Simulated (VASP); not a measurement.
VASP ran on this input.

### POSCAR
```
InN
1
    1.8054000000    -3.1270450000     0.0000000000
    1.8054000000     3.1270450000     0.0000000000
    0.0000000000     0.0000000000     5.8140000000
In N
2 2
Direct
  0.6919058642   0.3745614007   0.5000000000
  0.3333330000   0.6666670000   0.0000000000
  0.6666670000   0.3333330000   0.8790000000
  0.3333330000   0.6666670000   0.3790000000
```

**INCAR**
```
SYSTEM = InN
PREC = Accurate
ENCUT = 520
EDIFF = 1E-6
NELM = 100
ALGO = Normal
LREAL = .FALSE.
LASPH = .TRUE.
ISMEAR = 0
SIGMA = 0.05
GGA = PE
LMAXMIX = 4
LWAVE = .FALSE.
LCHARG = .FALSE.
ISIF = 2
IBRION = 2
NSW = 40
EDIFFG = 0.01
```

**KPOINTS**
```
Automatic mesh
0
Gamma
5 5 3
0 0 0
```

POTCAR, in this order: In_d N (PBE.64 set). Program: vasp_std.

Output of the run:

### standard output
```
 POSCAR found type information on POSCAR InN
 POSCAR found :  2 types and       4 ions
 Reading from existing POTCAR
 Reading from existing POTCAR
 LDA part: xc-table for (Slater+PW92), standard interpolation
 POSCAR, INCAR and KPOINTS ok, starting setup
 WAVECAR not read
 entering main loop
       N       E                     dE             d eps       ncg     rms          rms(c)
DAV:   1     0.348765857417E+03    0.34877E+03   -0.18315E+04  1672   0.224E+03
DAV:   2     0.218987285138E+02   -0.32687E+03   -0.31941E+03  1738   0.484E+02
DAV:   3    -0.242081761314E+02   -0.46107E+02   -0.45040E+02  2284   0.185E+02
DAV:   4    -0.257287135438E+02   -0.15205E+01   -0.15162E+01  2034   0.365E+01
DAV:   5    -0.257738366897E+02   -0.45123E-01   -0.45111E-01  2152   0.608E+00    0.137E+01
DAV:   6    -0.212726324617E+02    0.45012E+01   -0.21293E+01  2822   0.590E+01    0.112E+01
DAV:   7    -0.213611392901E+02   -0.88507E-01   -0.22427E+00  1806   0.128E+01    0.330E+00
DAV:   8    -0.213294351035E+02    0.31704E-01   -0.27514E-01  2726   0.521E+00    0.185E+00
DAV:   9    -0.213203561331E+02    0.90790E-02   -0.63362E-02  2760   0.355E+00    0.502E-01
DAV:  10    -0.213175960119E+02    0.27601E-02   -0.14200E-02  2648   0.165E+00    0.152E-01
DAV:  11    -0.213183774576E+02   -0.78145E-03   -0.48908E-03  2550   0.553E-01    0.197E-01
DAV:  12    -0.213182133464E+02    0.16411E-03   -0.56061E-04  2562   0.301E-01    0.528E-02
DAV:  13    -0.213181801087E+02    0.33238E-04   -0.21550E-04  2630   0.119E-01    0.198E-02
DAV:  14    -0.213181826144E+02   -0.25057E-05   -0.13375E-05  1858   0.332E-02    0.116E-02
DAV:  15    -0.213181822404E+02    0.37404E-06   -0.87228E-07  1430   0.977E-03
   1 F= -.21318182E+02 E0= -.21317879E+02  d E =-.213182E+02
 curvature:   0.00 expect dE= 0.000E+00 dE for cont linesearch  0.000E+00
 trial: gam= 0.00000 g(F)=  0.766E-01 g(S)=  0.000E+00 ort = 0.000E+00 (trialstep = 0.100E+01)
 search vector abs. value=  0.766E-01
 bond charge predicted
       N       E                     dE             d eps       ncg     rms          rms(c)
DAV:   1    -0.213121685531E+02    0.60141E-02   -0.17686E+01  1672   0.306E+01    0.144E+00
DAV:   2    -0.213715036169E+02   -0.59335E-01   -0.62491E-01  2728   0.810E+00    0.514E-01
DAV:   3    -0.213709753872E+02    0.52823E-03   -0.66261E-03  2514   0.180E+00    0.389E-01
DAV:   4    -0.213706624553E+02    0.31293E-03   -0.14813E-03  2760   0.959E-01    0.183E-01
DAV:   5    -0.213707113074E+02   -0.48852E-04   -0.60374E-04  2532   0.293E-01    0.622E-02
DAV:   6    -0.213707180437E+02   -0.67363E-05   -0.49663E-05  2086   0.753E-02    0.233E-02
DAV:   7    -0.213707189923E+02   -0.94865E-06   -0.74418E-06  1948   0.447E-02
   2 F= -.21370719E+02 E0= -.21370277E+02  d E =-.525368E-01
 trial-energy change:   -0.052537  1 .order   -0.051917   -0.076649   -0.027185
 step:   1.4941(harm=  1.5496)  dis= 0.05706  next Energy=   -21.377509 (dE=-0.593E-01)
 bond charge predicted
       N       E                     dE             d eps       ncg     rms          rms(c)
DAV:   1    -0.213654303696E+02    0.52877E-02   -0.43138E+00  1672   0.149E+01    0.629E-01
DAV:   2    -0.213777169040E+02   -0.12287E-01   -0.12953E-01  2576   0.387E+00    0.177E-01
DAV:   3    -0.213777085149E+02    0.83890E-05   -0.28038E-03  2502   0.885E-01    0.161E-01
DAV:   4    -0.213776640516E+02    0.44463E-04   -0.30841E-04  2744   0.296E-01    0.955E-02
DAV:   5    -0.213776647226E+02   -0.67099E-06   -0.93693E-05  2542   0.171E-01    0.202E-02
DAV:   6    -0.213776671983E+02   -0.24757E-05   -0.20151E-05  2426   0.444E-02    0.981E-03
DAV:   7    -0.213776671988E+02   -0.46293E-09   -0.86297E-07   968   0.142E-02
   3 F= -.21377667E+02 E0= -.21377173E+02  d E =-.594850E-01
 curvature:  -0.77 expect dE=-0.261E-02 dE for cont linesearch -0.110E-05
 trial: gam= 0.04013 g(F)=  0.341E-02 g(S)=  0.000E+00 ort = 0.332E-03 (trialstep = 0.110E+01)
 search vector abs. value=  0.356E-02
 reached required accuracy - stopping structural energy minimisation
```

OUTCAR:
```
------------------------ aborting loop because EDIFF is reached ----------------------------------------
  FORCE on cell =-STRESS in cart. coord.  units (eV):
  Direction    XX          YY          ZZ          XY          YZ          ZX
  --------------------------------------------------------------------------------------
  Total       -1.1523828     -0.9608947     -0.5872474      0.0221902     -0.0529988      0.0195185
  in kB      -28.1251439    -23.4516711    -14.3324055      0.5415749     -1.2934938      0.4763710
  external PRESSURE =     -21.9697402 kB  Pullay stress =       0.0000000 kB
  volume of cell :       65.65
      direct lattice vectors                 reciprocal lattice vectors
     1.805400000 -3.127045000  0.000000000     0.276946937 -0.159895364  0.000000000
     1.805400000  3.127045000  0.000000000     0.276946937  0.159895364  0.000000000
     0.000000000  0.000000000  5.814000000     0.000000000  0.000000000  0.171998624
 POSITION                                       TOTAL-FORCE (eV/Angst)
 -----------------------------------------------------------------------------------
      1.86093     -1.01223      2.91574        -0.030070     -0.124302     -0.156485
      1.80771      1.04304      5.81252         0.065934      0.030302      0.017495
      1.81050     -1.03997      5.11014         0.026719      0.007581      0.034791
      1.86246      1.05917      2.19661        -0.062584      0.086420      0.104198
 -----------------------------------------------------------------------------------
    total drift:                                0.000996      0.000530      0.000136
  FREE ENERGIE OF THE ION-ELECTRON SYSTEM (eV)
  ---------------------------------------------------
  free  energy   TOTEN  =       -21.3776671988 eV

  energy  without entropy=      -21.3766784806  energy(sigma->0) =      -21.37717284

 reached required accuracy - stopping structural energy minimisation
```
(Selected blocks of OUTCAR.)

Task: The run ends quietly. Is anything wrong with it?

Result: The cause: EDIFFG is positive, so the stop tests the energy change and not the forces. The run ends without an error. Against the sound run, the energy per atom (σ→0) rises by 0.001 eV/atom; the pressure hardly moves; the largest force increases by 0.196 eV/Å. To mend it, set EDIFFG = -0.01.

The mended run (PBE GGA, plane waves, VASP's PBE PAW potentials (set 64)) converges, and its OSZICAR ends with
```
  15 F= -.21382562E+02 E0= -.21382049E+02  d E =-.812025E-04
```

The compound is InN in the wurtzite structure. In the starting cell atoms are displaced from their ideal sites.
